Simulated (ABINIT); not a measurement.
Wanted: the native input for an ABINIT 10.8.3 (patched build) run.

* Task: single point
* Functional: PBEsol
* Potentials or basis: JTH PAW PBE v2.0
* Cutoff: 544 eV
* k mesh: 10 × 10 × 10
* Occupations: fermi-dirac, width 0.05 eV
* Spin: no spin polarisation
* Fine-grid cutoff: 1088.46 eV
* Exchange and correlation inside the PAW spheres: full angular mesh (pawxcdev 0, this build's default; the released program takes 1)

PbS (Galena):

```
Pb S
1.0
     0.00000    2.96575    2.96575
     2.96575    0.00000    2.96575
     2.96575    2.96575    0.00000
Pb S
1 1
Cartesian
  0.0000 0.0000 0.0000
  2.9657 2.9657 2.9657
```

These files were run (other wordings do the same):

run.abi

```
pp_dirpath "./"
pseudos "Pb.GGA_PBE-JTH.xml, S.GGA_PBE-JTH.xml"

acell 3*1.0
rprim
     0.0000000000     5.6044552541     5.6044552541
     5.6044552541     0.0000000000     5.6044552541
     5.6044552541     5.6044552541     0.0000000000
ntypat 2
znucl 82 16
natom 2
typat 1 2
xcart
     0.0000000000     0.0000000000     0.0000000000
     5.6044552541     5.6044552541     5.6044552541

ecut 544.227725 eV
pawecutdg 40.0

kptopt 1
ngkpt 10 10 10
nshiftk 1
shiftk 0.0 0.0 0.0

ixc -116133

nband 14
occopt 3
tsmear 0.00183747

nstep 100
tolvrs 1.0e-9

iomode 3
prtwf 0
prtden 0
prteig 0
prtebands 0
enunit 2
```

Potentials or basis: JTH PAW PBE v2.0.

Launch:

```console
$ abinit run.abi > log 2>&1
```

It gave:

| Item | Value |
| --- | --- |
| Band gap on the k mesh | 0.25 eV, direct |
| Valence electrons inside the program's atomic spheres | Pb 11.31; S 3.48 |

Caveat: spin-orbit coupling is left out, which as a rule narrows the gap of such compounds by several tenths of an eV.

Wall time 45 s on 1 thread of Arm Neoverse V1, with other jobs on the host, peak memory 0.13 GiB.
